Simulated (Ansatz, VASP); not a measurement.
**AlN in VASP and in Ansatz**

The input INCAR:

```
SYSTEM = AlN
ALGO     = Normal         ! electronic algorithm
EDIFF    = 1E-7           ! SCF threshold, eV
ENCUT    = 520            ! plane-wave cutoff, eV
GGA      = PE             ! functional
ISIF     = 2              ! what is computed and relaxed
ISMEAR   = 0              ! smearing method
LASPH    = .TRUE.         ! aspherical terms in the spheres
LCHARG   = .FALSE.        ! write CHGCAR
LREAL    = .FALSE.        ! projectors in reciprocal space
LWAVE    = .FALSE.        ! write WAVECAR
NBANDS   = 11             ! bands
NELM     = 80             ! most SCF steps
PREC     = Accurate       ! precision mode
SIGMA    = 0.05           ! smearing width, eV
```

Contents of KPOINTS:

```
k-points
0
G
  10 10 10
  0 0 0
```

POSCAR

```
AlN
1.0
    0.0000000000      2.2346109109      2.1685632977
    2.2346109109      0.0000000000      2.1685632977
    2.2346109109      2.2346109109      0.0000000000
Al N
1 1
Direct
    0.0000000000      0.0000000000      0.0000000000
    0.7500000000      0.7500000000      0.7500000000
```

Input for Ansatz:

```yaml
crystal:
  lattice:
    - [0.0, 2.2346109109, 2.1685632977]
    - [2.2346109109, 0.0, 2.1685632977]
    - [2.2346109109, 2.2346109109, 0.0]
  atoms:
    - { symbol: Al, position: [0.0, 0.0, 0.0] }
    - { symbol: "N", position: [0.75, 0.75, 0.75] }
basis:
  ecutwfc: 420
kpoints:
  mp_grid: { grid: [10, 10, 10] }
hamiltonian:
  xc: pbe
scf:
  occupations: { method: gaussian, width: 0.05 }
output:
  forces: true
  stress: true
  eigenvalues: true
  write_density: true
  write_potential: true
  elf: true
  volumetric_format: npy
```

Change from the starting cell: strain +0.015 along x and y, -0.015 along z, atoms carried along.

Alike in both runs: task single point; functional PBE; k mesh 10 × 10 × 10; occupations gaussian, width 0.05 eV; no spin polarisation.

|  | VASP | Ansatz |
| --- | --- | --- |
| version | VASP 6.6.1 | Ansatz 0.2.0 |
| potentials or method | VASP PAW PBE potentials, release 64 (Al, N) | scalar-relativistic, plane waves, PAW |
| plane-wave cutoff (eV) | 520 | 420 |
| valence electrons in the cell | 8 | 8 |

VASP gave:

- gap on the k mesh at the Fermi level (eV): 3.14
- least direct gap on the mesh (eV): 3.77
- pressure (GPa): -3.1
- largest component of the traceless stress (GPa): 2.46

**Question.** What did Ansatz give for the same quantities?

**Answer.** gap on the k mesh at the Fermi level (eV): 3.15; least direct gap on the mesh (eV): 3.77; pressure (GPa): -2.8; largest component of the traceless stress (GPa): 2.44.

A k mesh can miss the band edges.
